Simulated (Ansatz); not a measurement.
Runs of Ansatz 0.2.0 on LiCl. It takes space group Fm-3m (No. 225, cubic). Conventional cell: a = 5.130 Å, b = 5.130 Å, c = 5.130 Å, α = 90.00°, β = 90.00°, γ = 90.00°. Around Cl (site symmetry m-3m) lie 6 Li at 2.56 Å. Around Li (site symmetry m-3m) lie 6 Cl at 2.56 Å. 

```csv
task,level,cell,k mesh,cutoff (eV),smearing,basis error allowed,mesh quality,gap on the mesh (eV),pressure (GPa),relaxed volume (Å³/atom)
relaxation of cell and atoms,PBEsol,relaxed,9 × 9 × 9,-,fermi-dirac 0.05 eV,0.001 eV/atom,not flagged,6.36,0.0,(a)
relaxation of cell and atoms,BLYP,relaxed,9 × 9 × 9,-,fermi-dirac 0.05 eV,0.001 eV/atom,not flagged,6.13,0.0,17.90
single point,PBE,as given,9 × 9 × 9,161,gaussian 0.03 eV,0.001 eV/atom,not flagged,6.33,0.4,-
elastic constants,PBE,as given,7 × 7 × 7,172,fermi-dirac 0.05 eV,0.001 eV/atom,not flagged,6.33,0.4,-
single point,PBE,as given,5 × 5 × 5,138,fermi-dirac 0.04 eV,0.003 eV/atom,coarse,6.33,0.4,-
```

Alike in all rows: potentials or basis all-electron LAPW, scalar-relativistic; no spin polarisation.

Question: Estimate the missing entries.

Answer: (a) 16.21.

Caveats: some runs use coarse meshes; an odd mesh through Γ misses points on the zone boundary, where band edges often lie (some runs).
